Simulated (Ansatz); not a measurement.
**Elastic constants of TiAl2: input and output**

Theory: DFT PBEsol, scalar-relativistic, plane waves, PAW in Ansatz 0.2.0.

Launched with:
```bash
ansatz run input.yaml --threads 4 --pin off --max-ram 12288MiB --backend cpu --events-out ev --progress --plain --runs-dir out
```

Input (bare energies are in eV):
```yaml
crystal:
  lattice:
    - [-1.9676430286, 1.9676430286, 12.0714212039]
    - [1.9676430286, -1.9676430286, 12.0714212039]
    - [1.9676430286, 1.9676430286, -12.0714212039]
  atoms:
    - { symbol: Ti, position: [0.6720023627, 0.1720023627, 0.5] }
    - { symbol: Ti, position: [0.9220023627, 0.9220023627, 0.0] }
    - { symbol: Ti, position: [0.8279976373, 0.3279976373, 0.5] }
    - { symbol: Ti, position: [0.0779976373, 0.0779976373, 0.0] }
    - { symbol: Al, position: [0.4135038793, 0.4135038793, 0.0] }
    - { symbol: Al, position: [0.2501447947, 0.2501447947, 0.0] }
    - { symbol: Al, position: [0.7498552053, 0.7498552053, 0.0] }
    - { symbol: Al, position: [0.3364961207, 0.8364961207, 0.5] }
    - { symbol: Al, position: [0.1635038793, 0.6635038793, 0.5] }
    - { symbol: Al, position: [0.4998552053, 0.9998552053, 0.5] }
    - { symbol: Al, position: [0.0001447947, 0.5001447947, 0.5] }
    - { symbol: Al, position: [0.5864961207, 0.5864961207, 0.0] }
basis:
  ecutwfc: 420
kpoints:
  mp_grid: { grid: [12, 12, 12] }
hamiltonian:
  xc: pbesol
scf:
  occupations: { method: fermi_dirac, width: 0.15 }
output:
  forces: true
  stress: true
  eigenvalues: true
elastic:
  mode: relaxed_ion
  amplitude: 0.005
  stencil: two_point
```

From the output:
```
--- Elastic constants: 4 strain directions × 2 members + reference (group order 16) ---
  dense FFT box of the reference and of every strained cell: 90×90×90
  strains applied: 11, 33, 23, 12; error gains: componentwise 1.00 (the most a stress slope's error grows in a printed constant), spectral 1.41 (1 for all six strains in a standard setting)
  reference relaxed by the batch: 3 steps; max|allowed force component| 9.62e-4 eV/Å at the deck's positions, 1.09e-5 at the last accepted step, 1.09e-5 by the solve of record
  largest displacement 1.1e-4 Å; the constants are those of the deck's cell at these positions:
  atoms:
    - { symbol: Ti, position: [0.6720056569496979, 0.1720056569496979, 0.49999999999999994] }
    - { symbol: Ti, position: [0.922005656949698, 0.922005656949698, 5.775359949311308e-36] }
    - { symbol: Ti, position: [0.8279943430503021, 0.32799434305030206, 0.5] }
    - { symbol: Ti, position: [0.07799434305030209, 0.07799434305030209, -3.508428800102072e-36] }
    - { symbol: Al, position: [0.41350597537498973, 0.41350597537498973, 1.1155432025015032e-36] }
    - { symbol: Al, position: [0.250149173365269, 0.250149173365269, -8.708530389270353e-37] }
    - { symbol: Al, position: [0.7498508266347311, 0.7498508266347311, -1.27074596647778e-37] }
    - { symbol: Al, position: [0.3364940246250101, 0.8364940246250101, 0.5] }
    - { symbol: Al, position: [0.1635059753749898, 0.6635059753749898, 0.5] }
    - { symbol: Al, position: [0.499850826634731, 0.999850826634731, 0.5] }
    - { symbol: Al, position: [0.00014917336526899412, 0.500149173365269, 0.5] }
    - { symbol: Al, position: [0.5864940246250102, 0.5864940246250102, -4.5117082551243435e-37] }
  C = ∂σ_k/∂η_j (tension-positive GPa; Voigt order 11 22 33 23 13 12):
       203.451     74.356     63.558      0.000      0.000      0.000
        74.356    203.451     63.558      0.000      0.000      0.000
        63.557     63.557    214.820      0.000      0.000      0.000
         0.000      0.000     -0.000     92.009      0.000      0.000
         0.000      0.000      0.000      0.000     92.009      0.000
         0.000      0.000      0.000      0.000      0.000    103.331
  reference stress σ⁰ (GPa):     -0.002     -0.002     -0.001     -0.000     -0.000     -0.000
  C* (energy form; C + prestress term) asymmetry max|C*_kj − C*_jk| = 3.054e-4 GPa — a small one proves nothing (zero by symmetry where the batch's group is 432, −43m or m−3m); a large one is finite-difference/SCF noise where every solve ...
  moduli (Voigt/Reuss/Hill, GPa): K = 113.85/113.85/113.85   G = 85.49/83.13/84.31   E = 202.85   ν = 0.203
  mechanically stable: yes (min eigenvalue of sym C = 92.01 GPa)
  the stresses are not corrected for the forces that the relaxations left standing (`elastic.f_tol`)
  strain η (Voigt 11):  stress-route row diagonal C_11 = 203.45 GPa, energy-path curvature d²(F+E_count+ΔE)/dδ²/Ω₀ = 203.46 GPa
         δ    σ_11 (GPa) F (eV) n_scf n_hpsi n_pw
    -5.000e-3      -1.0306      -14097.4189639      14  304409   3679   relax 5 steps, max|allowed force component| 1.09e-6 eV/Å
     5.000e-3       1.0039      -14097.4190273      14  307033   3709   relax 4 steps, max|allowed force component| 5.10e-6 eV/Å
  strain η (Voigt 33):  stress-route row diagonal C_33 = 214.82 GPa, energy-path curvature d²(F+E_count+ΔE)/dδ²/Ω₀ = 214.83 GPa
         δ    σ_33 (GPa) F (eV) n_scf n_hpsi n_pw
    -5.000e-3      -1.0872      -14097.4187993      14  175570   3701   relax 3 steps, max|allowed force component| 8.52e-6 eV/Å
     5.000e-3       1.0610      -14097.4188625      14  175891   3709   relax 3 steps, max|allowed force component| 3.42e-6 eV/Å
  strain η (Voigt 23):  stress-route row diagonal C_44 = 92.01 GPa, energy-path curvature d²(F+E_count+ΔE)/dδ²/Ω₀ = 92.01 GPa
         δ    σ_23 (GPa) F (eV) n_scf n_hpsi n_pw
    -5.000e-3      -0.4600      -14097.4206232      14  520207   3707   relax 5 steps, max|allowed force component| 1.30e-5 eV/Å
     5.000e-3       0.4600      -14097.4206232      14  520981   3707   relax 4 steps, max|allowed force component| 4.33e-5 eV/Å
  strain η (Voigt 12):  stress-route row diagonal C_66 = 103.33 GPa, energy-path curvature d²(F+E_count+ΔE)/dδ²/Ω₀ = 103.34 GPa
         δ    σ_12 (GPa) F (eV) n_scf n_hpsi n_pw
    -5.000e-3      -0.5167      -14097.4204573      14  306925   3701   relax 2 steps, max|allowed force component| 1.67e-6 eV/Å
     5.000e-3       0.5167      -14097.4204573      14  306897   3701   relax 2 steps, max|allowed force component| 2.79e-5 eV/Å
```

It took 47 min on 4 threads of Arm Neoverse V1 (shared host), peak memory 3.9 GiB.

In a metal, frequencies and elastic constants depend on the k mesh and the smearing, soft modes and shear constants most.